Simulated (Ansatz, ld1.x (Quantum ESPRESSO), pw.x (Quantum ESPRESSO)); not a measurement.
## Tc (fcc): variants of one TM potential in the solid

* Element: technetium
* Generator: ld1.x (Quantum ESPRESSO) 7.5
* Type: norm-conserving Troullier–Martins (Kleinman–Bylander form)
* Functional: PBE
* Relativity: scalar-relativistic
* Frozen core: [Kr]
* Valence charge: 7
* Reference configuration: 4d5 5s2 5p0
* Partial waves: 5p (bound, empty): rc 4.05 bohr; 4d (bound): rc 1.70 bohr; 5s (bound): rc 2.70 bohr
* Local potential: the s channel
* Core correction: Bessel-smoothed model core, default radius (core density twice the valence density)

Crystal test: fcc Tc in pw.x 7.5, no spin, 15³ k-points, Fermi–Dirac smearing 0.01 Ry, cutoffs set for each file from its atomic test. The reference is all-electron LAPW (Ansatz 0.2.0) with the same functional, mesh and smearing; V0 and B0 come from Birch–Murnaghan fits to the pressures at five volumes. Errors are pseudo minus all-electron; Δ is the rms difference of the E(V) curves that follow from these fits, minima aligned, over ±6 % about the mean V0. Mesh and smearing are coarse, so the numbers serve the comparison and aren't converged zero-temperature values; the lattice is a test structure that the element need not adopt.

All-electron: a0 = 3.873 Å (V0 = 14.52 Å³/atom), B0 = 295.3 GPa.

Base: The largest radius (4.05 bohr) exceeds half the bond length (2.59 bohr), so the spheres overlap, which is one possible source of error among others. This is a poor potential for the solid.

A dash in a converged row means that the minimum lies outside the volumes sampled.

| change | cutoffs (Ry) | pw.x | a0 (Å) | a0 error (%) | B0 error (%) | Δ (meV/atom) | mean pressure error (GPa) |
| --- | --- | --- | --- | --- | --- | --- | --- |
| base | 70/280 | converged | – | – | – | – | +22.96 |
| wave 5s (bound): rc 2.70 bohr becomes 5s (bound): rc 1.90 bohr | 110/440 | converged | 3.928 | +1.42 | -2.6 | 40.3 | +13.52 |
| wave 5s (bound): rc 2.70 bohr becomes 5s (bound): rc 2.34 bohr | 70/280 | converged | – | – | – | – | +21.28 |
| wave 5s (bound): rc 2.70 bohr becomes 5s (bound): rc 2.98 bohr | 70/280 | converged | – | – | – | – | +20.22 |
| wave 5s (bound): rc 2.70 bohr becomes 5s (bound): rc 3.44 bohr | 70/280 | converged | 3.885 | +0.33 | +0.9 | 9.4 | +3.02 |
| wave 5s (bound): rc 2.70 bohr becomes 5s (bound): rc 4.04 bohr | 70/280 | converged | – | – | – | – | -56.13 |
